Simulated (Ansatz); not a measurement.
Runs of Ansatz 0.2.0 on ZnS. Symmetry: F-43m, No. 216, cubic system. Conventional cell: a = 5.404 Å, b = 5.404 Å, c = 5.404 Å, α = 90.00°, β = 90.00°, γ = 90.00°. Zn (site symmetry -43m) has 4 S at 2.34 Å as nearest neighbours. S (site symmetry -43m) has 4 Zn at 2.34 Å as nearest neighbours. 

| task | level | potentials or basis | cell | cutoff (eV) | smearing | basis error allowed | gap on the mesh (eV) | pressure (GPa) | relaxed volume (Å³/atom) |
| --- | --- | --- | --- | --- | --- | --- | --- | --- | --- |
| relaxation of cell and atoms | PBEsol | all-electron LAPW, scalar-relativistic | relaxed | - | fermi-dirac 0.05 eV | 0.001 eV/atom | (b) | 0.0 | 19.20 |
| band structure | PBEsol | all-electron LAPW, scalar-relativistic | as given | 281 | gaussian 0.01 eV | 0.001 eV/atom | 1.98 | -2.0 | - |
| Born charges and dielectric tensor | PBEsol | all-electron PAW datasets made for the crystal | as given | 310 | fixed | - | 1.98 | - | - |
| relaxation of cell and atoms | revPBE | all-electron LAPW, scalar-relativistic | relaxed | - | fermi-dirac 0.05 eV | 0.001 eV/atom | 2.03 | 0.0 | (a) |

Alike in all rows: no spin polarisation; k mesh 9 × 9 × 9.

**Question.** Fill in the values left out.

**Answer.** (a) 20.72; (b) 2.09.

Caveats: an odd mesh through Γ misses points on the zone boundary, where band edges often lie (some runs); the program warned that the printed levels may be off, so bands, gaps and densities of states are rough (some runs).

The runs don't all hold the same shells in valence.

Runs at the PBE level aren't shown here.
